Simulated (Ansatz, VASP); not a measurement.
Au in VASP and in Ansatz

INCAR

```
SYSTEM = Au
PREC = Accurate
ENCUT = 520
EDIFF = 1E-6
ISMEAR = 0
SIGMA = 0.1
LREAL = .False.
LASPH = .True.
NELM = 80
ALGO = Fast
ISIF = 2
LWAVE = .False.
LCHARG = .False.
GGA = PE
NBANDS = 12
```

The input KPOINTS:

```
Automatic mesh
0
Gamma
  18 18 18
  0 0 0
```

Contents of POSCAR:

```
Au
1.0
    0.0000000000      2.0996427095      2.0996427095
    2.0996427095      0.0000000000      2.0996427095
    2.0996427095      2.0996427095      0.0000000000
Au
1
Direct
    0.0000000000      0.0000000000      0.0000000000
```

Input for Ansatz:

```yaml
crystal:
  lattice:
    - [0.0, 2.0996427094, 2.0996427094]
    - [2.0996427094, 0.0, 2.0996427094]
    - [2.0996427094, 2.0996427094, 0.0]
  atoms:
    - { symbol: Au, position: [0.0, 0.0, 0.0] }
basis:
  ecutwfc: 420
kpoints:
  mp_grid: { grid: [18, 18, 18] }
hamiltonian:
  xc: pbe
scf:
  occupations: { method: gaussian, width: 0.1 }
output:
  forces: true
  stress: true
  eigenvalues: true
```

Alike in both runs: task single point; functional PBE; k mesh 18 × 18 × 18; occupations gaussian, width 0.1 eV; no spin polarisation.

```csv
,VASP,Ansatz
version,VASP 6.6.1,Ansatz 0.2.0
potentials or method,"VASP PAW PBE potentials, release 64 (Au)","scalar-relativistic, plane waves, PAW"
plane-wave cutoff (eV),520,420
valence electrons in the cell,11,19
```

```csv
,VASP,Ansatz,Ansatz less VASP
gap on the k mesh at the Fermi level (eV),none,none,-
pressure (GPa),-4.0,-3.8,+0.13
```

A gap of «none» marks a metal or a gap that the smearing closes. The two sets of potentials don't hold the same shells in valence.

The runs have no spin-orbit coupling, so splittings on Au are missing.
